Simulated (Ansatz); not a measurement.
Input and command of a plane-wave DFT calculation in Ansatz:

```yaml
crystal:
  lattice:
    - [2.1849006262, -2.1849006262, 0.0]
    - [2.1849006262, 0.0, -2.1849006262]
    - [9.4680483735, 8.3753795703, 8.3753795703]
  atoms:
    - { symbol: Al, position: [0.93402014, -0.06597986, 0.3958] }
    - { symbol: Al, position: [0.2951368067, 0.2951368067, 0.2291333333] }
    - { symbol: Al, position: [0.5729034733, 0.5729034733, 0.5624666667] }
    - { symbol: Al, position: [0.85067014, 0.85067014, 0.8958] }
    - { symbol: Al, position: [0.2117868067, 0.2117868067, 0.7291333333] }
    - { symbol: Al, position: [0.6562534733, 0.6562534733, 0.0624666667] }
    - { symbol: "N", position: [0.5937409733, 0.5937409733, 0.4374666667] }
    - { symbol: "N", position: [0.95485764, 0.95485764, 0.2708] }
    - { symbol: "N", position: [0.2326243067, 0.2326243067, 0.6041333333] }
    - { symbol: "N", position: [0.5103909733, 0.5103909733, 0.9374666667] }
    - { symbol: "N", position: [-0.12849236, -0.12849236, 0.7708] }
    - { symbol: "N", position: [0.3159743067, 0.3159743067, 0.1041333333] }
basis:
  ecutwfc: 500
kpoints:
  mp_grid: { grid: [8, 8, 2] }
hamiltonian:
  xc: r2scan
scf:
  occupations: { method: gaussian, width: 0.05 }
output:
  forces: true
  stress: true
  eigenvalues: true
```

```bash
ansatz run input.yaml --threads 2 --pin off --max-ram 5120MiB --backend cpu --events-out ev --progress --plain --runs-dir out
```

Processor: Intel(R) Xeon(R) Platinum 8259CL CPU @ 2.50GHz (Skylake/Cascade Lake), 2 threads, on a host shared with other jobs.

Q: Estimate time, memory and problem size.

A: About 21 s on 2 threads of Intel(R) Xeon(R) Platinum 8259CL CPU @ 2.50GHz (Skylake/Cascade Lake) (shared host), peak memory 0.71 GiB. It solves 36 bands at 42 k points (the mesh reduced by symmetry) with about 3201 plane waves, in 8 SCF iterations.
